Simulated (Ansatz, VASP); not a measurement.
**SiGe: VASP beside Ansatz**

```
Si Ge
1.0
     3.76344    0.00000    0.00000
    -1.88172    3.25924    0.00000
     0.00000    0.00000    6.21949
Si Ge
2 2
Direct
  0.66667 0.33333 0.87450
  0.33333 0.66667 0.37450
  0.66667 0.33333 0.48486
  0.33333 0.66667 0.98486
```

Alike in both runs: task single point; functional LDA; k mesh 12 × 12 × 6; occupations gaussian, width 0.03 eV; no spin polarisation.

```csv
,VASP,Ansatz
version,VASP 6.6.1,Ansatz 0.2.0
potentials or method,"VASP PAW LDA potentials, release 64 (Si, Ge_d)","scalar-relativistic, plane waves, PAW"
plane-wave cutoff (eV),520,420
valence electrons in the cell,36,36
```

Ansatz gave:

* gap on the k mesh at the Fermi level (eV): none
* pressure (GPa): 9.1
* largest component of the traceless stress (GPa): 5.30
* rms of the force components (eV/Å): 0.716

Q: What did VASP give for the same quantities?

A: gap on the k mesh at the Fermi level (eV): none; pressure (GPa): 9.2; largest component of the traceless stress (GPa): 5.33; rms of the force components (eV/Å): 0.718.

Atom by atom the forces differ by 0.002 eV/Å (rms over components). A gap of «none» marks a metal or a gap that the smearing closes. Ansatz warned: «pseudo_functional_mismatch».

Caveats: forces of over 1 eV/Å show positions far from the minimum, so gaps and moduli don't describe the material at rest.
